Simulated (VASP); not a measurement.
Here is a VASP 6.6.1 calculation.

File INCAR:

```
  ALGO = Normal
  EDIFF = 1E-7
  ENCUT = 520
  GGA = PE
  ISIF = 2
  ISMEAR = -1
  LASPH = T
  LCHARG = F
  LREAL = F
  LWAVE = F
  NBANDS = 13
  NELM = 60
  PREC = Accurate
  SIGMA = 0.05
```

KPOINTS

```
k-points
0
Gamma
  11 11 11
```

The input POSCAR:

```
Mo
1.0
    0.0000000000      2.0150000000      2.0150000000
    2.0150000000      0.0000000000      2.0150000000
    2.0150000000      2.0150000000      0.0000000000
Mo
1
Direct
    0.0000000000      0.0000000000      0.0000000000
```

Potentials or basis: VASP PAW PBE potentials, release 64 (Mo_sv).

Command:

```bash
$ cat potpaw_PBE.64/Mo_sv/POTCAR > POTCAR
$ mpirun -np 1 vasp_std > vasp.out
```

Task: What does it give for the band gap on the k mesh?

Result: None (metal or under the smearing width).

Task: Estimate the pressure.

Result: -4.0 GPa.
